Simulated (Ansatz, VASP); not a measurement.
KBr: VASP beside Ansatz

File INCAR:

```
  ALGO = Normal
  EDIFF = 1E-7
  ENCUT = 520
  GGA = PE
  ISIF = 2
  ISMEAR = 0
  LASPH = T
  LCHARG = T
  LELF = T
  LREAL = F
  LVHAR = T
  LWAVE = F
  NBANDS = 15
  NELM = 80
  PREC = Accurate
  SIGMA = 0.05
```

Contents of KPOINTS:

```
k-points
0
Gamma
  6 6 6
```

The input POSCAR:

```
KBr
1.0
    0.0000000000      3.3912750000      3.3418875000
    3.3912750000      0.0000000000      3.3418875000
    3.3912750000      3.3912750000      0.0000000000
K Br
1 1
Direct
    0.0000000000      0.0000000000      0.0000000000
    0.5000000000      0.5000000000      0.5000000000
```

Input for Ansatz:

```yaml
crystal:
  lattice:
    - [0.0, 3.391275, 3.3418875]
    - [3.391275, 0.0, 3.3418875]
    - [3.391275, 3.391275, 0.0]
  atoms:
    - { symbol: K, position: [0.0, 0.0, 0.0] }
    - { symbol: Br, position: [0.5, 0.5, 0.5] }
basis:
  ecutwfc: 420
kpoints:
  mp_grid: { grid: [6, 6, 6] }
hamiltonian:
  xc: pbe
scf:
  occupations: { method: gaussian, width: 0.05 }
output:
  forces: true
  stress: true
  eigenvalues: true
```

Change from the starting cell: strain +0.030 along x and y, +0.015 along z, atoms carried along.

Alike in both runs: task single point; functional PBE; k mesh 6 × 6 × 6; occupations gaussian, width 0.05 eV; no spin polarisation.

```csv
,VASP,Ansatz
version,VASP 6.6.1,Ansatz 0.2.0
potentials or method,"VASP PAW PBE potentials, release 64 (K_sv, Br)","scalar-relativistic, plane waves, PAW"
plane-wave cutoff (eV),520,420
valence electrons in the cell,16,16
```

```tsv
	VASP	Ansatz	Ansatz less VASP
gap on the k mesh at the Fermi level (eV)	4.26	4.26	+0.001
least direct gap on the mesh (eV)	4.26	4.26	+0.001
pressure (GPa)	-0.2	-0.2	-0.02
largest component of the traceless stress (GPa)	0.23	0.23	-0.004
```
